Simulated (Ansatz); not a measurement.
Cu3Au: stiffness from a series of strains

```
CELL_PARAMETERS angstrom
3.74000 0.00000 0.00000
0.00000 3.74000 0.00000
0.00000 0.00000 3.74000
ATOMIC_POSITIONS crystal
Cu 0.00000 0.50000 0.50000
Cu 0.50000 0.00000 0.50000
Cu 0.50000 0.50000 0.00000
Au 0.00000 0.00000 0.00000
```

Atom numbers follow the list: Cu1, Cu2, Cu3, Au4.

The cell comes from COD entry 9013496, which wasn't checked; take it as a given geometry.

Spin–orbit coupling is left out, though it moves levels of the heavy atoms by tenths of an eV or more.

The calculation used DFT, LDA, all-electron LAPW, scalar-relativistic in Ansatz 0.2.0.

The runs use a Γ-centred 9×9×9 k mesh, Fermi–Dirac smearing of 0.08 eV, basis error target 1 meV/atom, no spin polarisation.

The strain is applied along the Cartesian axes of the cell as listed (the other components stay zero). Fractional coordinates are held (clamped ions).

σ is the change of stress from the unstrained cell, which is at -9.12 GPa; tension is positive, so slopes are stress–strain coefficients at that pressure. In a metal the k mesh adds noise.

Only quantities that a quadratic follows smoothly over the whole series are listed; rougher ones are left out.

```csv
εzz,σzz (GPa),σxx (GPa)
-0.0200,-4.05,-2.56
0.0000,0.00,0.00
0.0100,1.86,1.12
0.0200,3.59,2.16
```

(1) Fit the series and read off the stiffness at zero strain.

(2) One run, at εzz = -0.0100, is withheld. Predict its row.

## Answers

(1) Least-squares fits y = p0 + p1 x + p2 x² to the rows give σzz (GPa): p1 = 191, p2 = -580; σxx (GPa): p1 = 118, p2 = -490. So C11 = 191 GPa and C12 = 118 GPa, which gives B = (C11 + 2 C12)/3 = 142 GPa.

(2) The fits give -1.97, -1.23; the run gave -1.98, -1.22.
